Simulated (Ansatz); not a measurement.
**Cold compression of Te (bcc type)**

```xyz
1
Lattice="-1.9266 1.9266 1.9266 1.9266 -1.9266 1.9266 1.9266 1.9266 -1.9266" Properties=species:S:1:pos:R:3 pbc="T T T"
Te    0.0000    0.0000    0.0000
```

The cell comes from a relaxation on PAW files under the same functional, begun from a prototype that needn't be the stable phase.

Its volume is scaled at fixed shape and fractional positions.

Computed with Ansatz 0.2.0; functional PBE, scalar-relativistic. Settings: a Γ-centred 14×14×14 k mesh, Fermi–Dirac smearing of 0.05 eV, no spin polarisation. Methods: LAPW: all electrons, basis error target 1 meV/atom; PAW: frozen-core files, cutoff 420 eV; crystal datasets: all electrons, by PAW datasets that the program makes for each cell; norm-conserving: pseudopotentials, cutoff 1120 eV; PAW (partial waves polarizable): frozen-core files, cutoff 420 eV.

Energies are extrapolated to zero smearing and count from the unscaled cell; pressure is positive in compression; gaps take the mesh and a band path. No temperature or zero-point motion is included.

Spin–orbit coupling is left out, which matters for the heavy atoms.

| V/V0 | V (Å³/atom) | P LAPW (GPa) | ΔE LAPW (eV/atom) | P PAW − LAPW (GPa) | ΔE PAW − LAPW (meV/atom) |
| --- | --- | --- | --- | --- | --- |
| 1.00 | 28.60 | 0.01 | 0.000 | -0.01 | 0.0 |
| 0.88 | 25.17 | 9.50 | 0.090 | -0.02 | -0.3 |
| 0.78 | 22.31 | 24.1 | 0.377 | -0.02 | -0.6 |
| 0.68 | 19.45 | 51.3 | 1.025 | -0.02 | -0.9 |
| 0.58 | 16.59 | ? | 2.368 | 0.00 | -1.0 |
| 0.50 | 14.30 | 188.0 | 4.402 | 0.07 | -0.5 |
| 0.43 | 12.30 | 321.8 | 7.506 | 0.25 | 1.2 |

(1) Fill in "P LAPW (GPa)" for the row "0.58".

(2) Fit the Vinet equation to the LAPW pressures over the whole range, with residuals weighted by 1/(|P| + 0.03·Pmax).

(3) From the table, what is the rise of the enthalpy H = E + pV up to the last row, and how stiff is the crystal between the last two rows?

(4) At the smallest volume, how far do crystal datasets and norm-conserving and PAW (partial waves polarizable) lie from LAPW in pressure?

Answers

(1) 105.3.

(2) V0 = 28.65 Å³/atom, B0 = 50.8 GPa and B0′ = 5.28, and the fit misses no point by more than 3.6 GPa. A fit over so wide a range pins B0 less well than one near rest.

(3) ΔH = 7.506 eV + (321.8 GPa × 12.30 Å³ − 0.01 GPa × 28.60 Å³) × 0.006242 eV/(GPa·Å³) = 32.21 eV/atom, of which pV makes 77 %. The mean bulk modulus there is −ΔP/Δln V = 887 GPa.

(4) crystal datasets: 0.00 GPa; norm-conserving: +0.30 GPa; PAW (partial waves polarizable): +0.25 GPa, on a LAPW pressure of 321.8 GPa.
